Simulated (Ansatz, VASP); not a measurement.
K2Nb2O in VASP and in Ansatz

Contents of INCAR:

```
PREC     = Accurate       # precision mode
ENCUT    = 520            # plane-wave cutoff, eV
EDIFF    = 1E-7           # SCF threshold, eV
ISMEAR   = 0              # smearing method
SIGMA    = 0.1            # smearing width, eV
LREAL    = F              # projectors in reciprocal space
LASPH    = T              # aspherical terms in the spheres
NELM     = 80             # most SCF steps
ALGO     = Normal         # electronic algorithm
ISIF     = 2              # what is computed and relaxed
LWAVE    = F              # write WAVECAR
LCHARG   = F              # write CHGCAR
GGA      = PE             # functional
NBANDS   = 33             # bands
```

KPOINTS

```
Automatic mesh
0
Gamma
  6 6 2
```

POSCAR

```
K2Nb2O
1.0
    4.2938471800      0.0000000000      0.0000000000
   -2.1469235900      3.7185807400      0.0000000000
    0.0000000000      0.0000000000      7.7133302300
K Nb O
2 2 1
Direct
    0.0000000000      0.0000000000      0.3003476500
    0.0000000000      0.0000000000      0.6996523500
    0.3333333300      0.6666666700      0.8858339700
    0.6666666700      0.3333333300      0.1141660300
    0.0000000000      0.0000000000      0.0000000000
```

Input for Ansatz:

```yaml
crystal:
  lattice:
    - [4.29384718, 0.0, 0.0]
    - [-2.14692359, 3.71858074, 0.0]
    - [0.0, 0.0, 7.71333023]
  atoms:
    - { symbol: K, position: [0.0, 0.0, 0.30034765] }
    - { symbol: K, position: [0.0, 0.0, 0.69965235] }
    - { symbol: Nb, position: [0.33333333, 0.66666667, 0.88583397] }
    - { symbol: Nb, position: [0.66666667, 0.33333333, 0.11416603] }
    - { symbol: O, position: [0.0, 0.0, 0.0] }
basis:
  ecutwfc: 420
kpoints:
  mp_grid: { grid: [6, 6, 2] }
hamiltonian:
  xc: pbe
scf:
  occupations: { method: gaussian, width: 0.1 }
  lower_state_search: "off"
output:
  forces: true
  stress: true
  eigenvalues: true
```

Alike in both runs: task single point; functional PBE; k mesh 6 × 6 × 2; occupations gaussian, width 0.1 eV; no spin polarisation.

```csv
,VASP,Ansatz
version,VASP 6.6.1,Ansatz 0.2.0
potentials or method,"VASP PAW PBE potentials, release 64 (K_sv, Nb_sv, O)","scalar-relativistic, plane waves, PAW"
plane-wave cutoff (eV),520,420
valence electrons in the cell,50,50
```

```tsv
	VASP	Ansatz	Ansatz less VASP
gap on the k mesh at the Fermi level (eV)	none	none	-
pressure (GPa)	-0.9	-1.1	-0.16
largest component of the traceless stress (GPa)	5.61	5.39	-0.221
rms of the force components (eV/Å)	2.166	2.147	-0.0191
```

Atom by atom the forces differ by 0.029 eV/Å (rms over components). A gap of «none» marks a metal or a gap that the smearing closes.

Caveats: the k mesh is coarse (spacing up to 0.41 Å⁻¹), so the values aren't converged; forces of over 1 eV/Å show positions far from the minimum, so gaps and moduli don't describe the material at rest.
